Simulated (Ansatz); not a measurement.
# Structure relaxation of B

Theory: DFT PBE, scalar-relativistic, plane waves, PAW (Ansatz). Cutoff 420 eV, Γ-centred k mesh, Gaussian smearing, no spin polarisation in the final step.

The start is a random cell of B with space group I4/mmm (No. 139), drawn with lower limits on the distances.

```xyz
4
Lattice="-1.8781 1.8781 2.5729 1.8781 -1.8781 2.5729 1.8781 1.8781 -2.5729" Properties=species:S:1:pos:R:3 pbc="T T T"
B     0.6261    0.6261    2.5729
B     0.6261   -0.6261    2.5729
B     1.2521    1.2521    0.0000
B    -0.6261    0.6261    2.5729
```

Steps on the 6×6×6 mesh (4 atoms). 11 of 17 steps are shown, and the free energy counts from the last. Trial steps that were taken back and renewals of the plane-wave basis can be among the rows.

| step | ΔF (meV/atom) | V (Å³/atom) | P (GPa) | largest force component (eV/Å) |
| --- | --- | --- | --- | --- |
| 1 | 3311.3 | 9.08 | 124.22 | 15.086 |
| 2 | 1779.2 | 9.91 | 53.15 | 7.029 |
| 4 | 669.9 | 8.98 | -5.09 | 2.228 |
| 5 | 340.9 | 8.30 | -18.02 | 1.459 |
| 7 | 11.8 | 6.68 | 1.70 | 0.012 |
| 8 | 9.4 | 6.69 | 1.29 | 0.034 |
| 10 | -0.4 | 6.75 | -0.90 | 0.003 |
| 13 | 0.1 | 6.71 | 0.32 | 0.001 |
| 14 | 0.9 | 6.68 | 1.12 | 0.008 |
| 16 | 0.0 | 6.71 | 0.05 | 0.000 |
| 17 | 0.0 | 6.71 | 0.05 | 0.000 |

The cell was then made exact in the group found at 0.06 Å. A final relaxation ran on a 28×28×28 mesh. The relaxed crystal, Pm-3m (No. 221):

Space group Pm-3m (No. 221). a = 1.885 Å, b = 1.885 Å, c = 1.885 Å, α = 90.00°, β = 90.00°, γ = 90.00°
```csv
atom,site,symmetry,x,y,z
B,1b,m-3m,0.5000,0.5000,0.5000
```

```json
{"Volume per atom": "6.70 Å³", "Density": "2.68 g/cm³", "Energy over the standard structure": "1.10 eV/atom", "Gap on the 28×28×28 mesh": "0 eV (a metal)"}
```

Energies count from the standard state of B at the same level.

The final run used a 28×28×28 mesh on its 1-atom cell and 0.10 eV smearing. The k mesh leaves about 4 meV/atom of noise in metals.

Symmetry constrained the relaxation, so the result can be a saddle point.